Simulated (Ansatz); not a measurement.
Take ZrO2 (space group P4_2/nmc, No. 137) as the base.

```
CELL_PARAMETERS angstrom
      3.62104     0.00000     0.00000
      0.00000     3.62104     0.00000
      0.00000     0.00000     5.28293
ATOMIC_POSITIONS crystal
  Zr 0.00000 0.00000 0.00000
  Zr 0.50000 0.50000 0.50000
  O  0.00000 0.50000 0.19276
  O  0.00000 0.50000 0.69276
  O  0.50000 0.00000 0.30724
  O  0.50000 0.00000 0.80724
```

Cartesian axes are those of the cell as printed.

Level of theory: Ansatz (an electronic-structure program) PBE, spin-orbit coupling left out.

Modification: the cell is scaled by 1.0128 in all directions; the atoms relax in the strained cell.

**Question.** Predict the stress tensor and what it implies for the stiffness.

**Answer.** Stress of the strained cell less that of the base (GPa, compression positive):
```
  -7.03    0.00    0.00
   0.00   -7.03    0.00
   0.00    0.00   -3.89
```

Then B = −ΔP/(ΔV/V₀) with ΔV/V₀ = 0.0389 gives secant stiffness values (nonlinear terms included at this strain): B (at held cell shape, above the free-shape value) ≈ 154 GPa.

As a check, the harmonic strain energy −½ V₀ Δσ:ε is 8.3 meV/atom; the computed energy rise is 8.7 meV/atom.

Stability against distortions was not tested. This is not the structure that ZrO2 has at room temperature and ambient pressure.
